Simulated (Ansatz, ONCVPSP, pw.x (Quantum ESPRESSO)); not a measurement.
## Equation-of-state test of one ONCV potential (magnesium)

```
Element                 : Mg
Generator               : ONCVPSP 4.0.1.1 (patched build)
Type                    : optimised norm-conserving Vanderbilt (ONCV)
Functional              : PBE
Relativity              : scalar-relativistic
Frozen core             : [Ne]
Valence charge          : 2
Reference configuration : 3s2
Partial waves           : 3s: rc 2.65 bohr, ncon 4, nbas 7, qcut 2.3 1/bohr, 3 projectors, debl 1.7 Ha; p scattering state at 0.15 Ha: rc 2.10 bohr, ncon 4, nbas 9, qcut 4.7 1/bohr, 2 projectors, debl 2.9 Ha; d scattering state at 0.06 Ha: rc 2.10 bohr, ncon 4, nbas 7, qcut 4.2 1/bohr, 2 projectors, debl 3.9 Ha
Local potential         : polynomial inside 1.55 bohr (lpopt 5, dvloc0 3 Ha)
Core correction         : Teter function, fcfact 4.25, rcfact 1.25
```

Crystal test: fcc Mg in pw.x 7.5, no spin, 13³ k-points, Fermi–Dirac smearing 0.01 Ry, cutoffs 50/200 Ry. The reference is all-electron LAPW (Ansatz 0.2.0) with the same functional, mesh and smearing; V0 and B0 come from Birch–Murnaghan fits to the pressures at five volumes. Errors are pseudo minus all-electron; Δ is the rms difference of the E(V) curves that follow from these fits, minima aligned, over ±6 % about the mean V0. Mesh and smearing are coarse, so the numbers serve the comparison and aren't converged zero-temperature values; the lattice is a test structure that the element need not adopt.

All-electron: a0 = 4.524 Å (V0 = 23.15 Å³/atom), B0 = 35.0 GPa.

How far does the potential miss the all-electron equation of state?

mean pressure error (GPa): +0.02; a0 (Å): 4.525; a0 error (%): +0.02; B0 error (%): -0.0; Δ (meV/atom): 0.1.

| V (Å³/atom) | P all-electron (GPa) | P pseudo (GPa) |
| --- | --- | --- |
| 22.038 | 1.91 | 1.93 |
| 22.618 | 0.86 | 0.88 |
| 23.198 | -0.07 | -0.05 |
| 23.778 | -0.88 | -0.87 |
| 24.358 | -1.60 | -1.59 |

At the middle volume, how do free energy and pressure move when the wave cutoff is lowered (ecutrho kept at four times it)?

| cutoff (Ry) | shift of F (meV/atom) | shift of P (GPa) |
| --- | --- | --- |
| 22 | +8.0 | -0.04 |
| 30 | +2.1 | -0.07 |
| 40 | +0.3 | +0.01 |

Input at the middle volume:

```
&control
  calculation='scf', prefix='x', pseudo_dir='./', outdir='./tmp', tstress=.true., disk_io='low'
/
&system
  ibrav=0, nat=1, ntyp=1, ecutwfc=50, ecutrho=200, nbnd=8,
  occupations='smearing', smearing='fd', degauss=0.01
/
&electrons
  conv_thr=1e-09, mixing_beta=0.4, electron_maxstep=70
/
ATOMIC_SPECIES
Mg 1.0 Mg.UPF
CELL_PARAMETERS angstrom
  0.00000000 2.26363734 2.26363734
  2.26363734 0.00000000 2.26363734
  2.26363734 2.26363734 0.00000000
ATOMIC_POSITIONS crystal
Mg 0.0000 0.0000 0.0000
K_POINTS automatic
13 13 13 0 0 0
```

```bash
pw.x < Mg.scf.in > Mg.scf.out
```

Lines of the output:

```
Message from routine setup:
     using ibrav=0 with symmetry is DISCOURAGED, use correct ibrav instead
     lattice parameter (alat)  =       6.0495  a.u.
     unit-cell volume          =     156.5479 (a.u.)^3
     number of electrons       =         2.00
     number of Kohn-Sham states=            8
     kinetic-energy cutoff     =      50.0000  Ry
     charge density cutoff     =     200.0000  Ry
     scf convergence threshold =      1.0E-09
     Exchange-correlation= PBE
     number of k points=    84  Fermi-Dirac smearing, width (Ry)=  0.0100
     iteration #  1     ecut=    50.00 Ry     beta= 0.40
     total energy              =      -1.98593898 Ry
     estimated scf accuracy    <       0.00380374 Ry
     iteration #  2     ecut=    50.00 Ry     beta= 0.40
     total energy              =      -1.98568294 Ry
     estimated scf accuracy    <       0.00132698 Ry
     iteration #  3     ecut=    50.00 Ry     beta= 0.40
     total energy              =      -1.98569585 Ry
     estimated scf accuracy    <       0.00000090 Ry
     iteration #  4     ecut=    50.00 Ry     beta= 0.40
     total energy              =      -1.98569629 Ry
     estimated scf accuracy    <       0.00000009 Ry
     iteration #  5     ecut=    50.00 Ry     beta= 0.40
     total energy              =      -1.98569630 Ry
     estimated scf accuracy    <          2.8E-09 Ry
     iteration #  6     ecut=    50.00 Ry     beta= 0.40
     total energy              =      -1.98569630 Ry
     estimated scf accuracy    <          3.5E-09 Ry
     iteration #  7     ecut=    50.00 Ry     beta= 0.40
     the Fermi energy is     3.5359 ev
!    total energy              =      -1.98569630 Ry
     estimated scf accuracy    <          5.7E-12 Ry
     smearing contrib. (-TS)   =      -0.00202539 Ry
     The total energy is F=E-TS. E is the sum of the following terms:
     one-electron contribution =       1.26446911 Ry
     hartree contribution      =       0.00318240 Ry
     xc contribution           =      -1.10768880 Ry
     ewald contribution        =      -2.14363362 Ry
     convergence has been achieved in   7 iterations
          total   stress  (Ry/bohr**3)                   (kbar)     P=       -0.50
```

The run at the middle volume (84 k-points, 7 iterations) took about 16 s on one core of a shared host (Neoverse-N1, 64 threads, 124 GiB, load 53).
